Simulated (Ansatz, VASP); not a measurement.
## Two plane-wave programs on Re

```
Re
1.0
     0.00000    2.82604    2.82604
     2.82604    0.00000    2.82604
     2.82604    2.82604    0.00000
Re
2
Direct
  0.87500 0.87500 0.87500
  0.12500 0.12500 0.12500
```

Change from the starting cell: volume scaled by 1, PAW files.

Alike in both runs: task single point; functional PBE; k mesh 12 × 12 × 12; occupations fermi-dirac, width 0.1 eV; no spin polarisation.

|  | VASP | Ansatz |
| --- | --- | --- |
| version | VASP 6.6.1 | Ansatz 0.2.0 |
| potentials or method | VASP PAW PBE potentials, release 64 (Re) | PAW with Ansatz's default frozen-core files, scalar-relativistic |
| plane-wave cutoff (eV) | 520 | 420 |
| valence electrons in the cell | 14 | 30 |

Ansatz gave:

* pressure (GPa): 0.0

Problem. Which values does VASP return?

Solution. Pressure (GPa): -1.7.

The two sets of potentials don't hold the same shells in valence.

Spin-orbit coupling is left out, which matters for the levels of Re.
